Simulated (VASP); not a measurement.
Set up this calculation in VASP 6.6.1, as the native input.

| Property | Result |
| --- | --- |
| Task | relaxation of shape and atoms at fixed volume |
| Functional | r2SCAN |
| Potentials or basis | VASP PAW PBE potentials, release 64 (Ti_sv) |
| Cutoff | 600 eV |
| k mesh | 15 × 15 × 8 |
| Occupations | methfessel-paxton, width 0.1 eV |
| Spin | no spin polarisation |
| Further INCAR settings | ALGO = Normal; EDIFF = 1e-07; IBRION = 2; EDIFFG = -0.01; NSW = 40; ISIF = 4 |

The structure of Ti lies in POSCAR:

```
Ti                                      
1.0
    2.9395810005      0.0000000000      0.0000000000
   -1.4697905003      2.5457518230      0.0000000000
    0.0000000000      0.0000000000      4.6419917150
  Ti            
     2
Direct
     0.3333333332999970    0.6666666667000030    0.2500000000000000
     0.6666666667000030    0.3333333332999970    0.7500000000000000
```

These files were run (other wordings do the same):

INCAR

```
SYSTEM = Ti
ALGO = Normal ; EDIFF = 1E-7
EDIFFG = -0.01 ; ENCUT = 600
IBRION = 2 ; ISIF = 4
ISMEAR = 1 ; LASPH = .TRUE.
LCHARG = .FALSE. ; LMIXTAU = .TRUE.
LREAL = .FALSE. ; LWAVE = .FALSE.
METAGGA = R2SCAN ; NELM = 80
NSW = 40 ; PREC = Accurate
SIGMA = 0.1
```

KPOINTS

```
k-points
0
G
  15 15 8
  0 0 0
```

Potentials or basis: VASP PAW PBE potentials, release 64 (Ti_sv).

Launch:

```sh
$ cat potpaw_PBE.64/Ti_sv/POTCAR > POTCAR
$ mpirun -np 1 vasp_std > vasp.out
```

Results of the run:

The pressure after relaxing is 0.0 GPa and the band gap on the k mesh is none (metal or under the smearing width).

Caveat: the relaxation stopped at its first step, so nothing moved; the PAW data sets were made with another functional, which shifts forces and pressure a little.

It took 4.6 min on 1 thread of Intel(R) Xeon(R) Platinum 8488C (Sapphire Rapids), with other jobs on the host, peak memory 0.22 GiB.
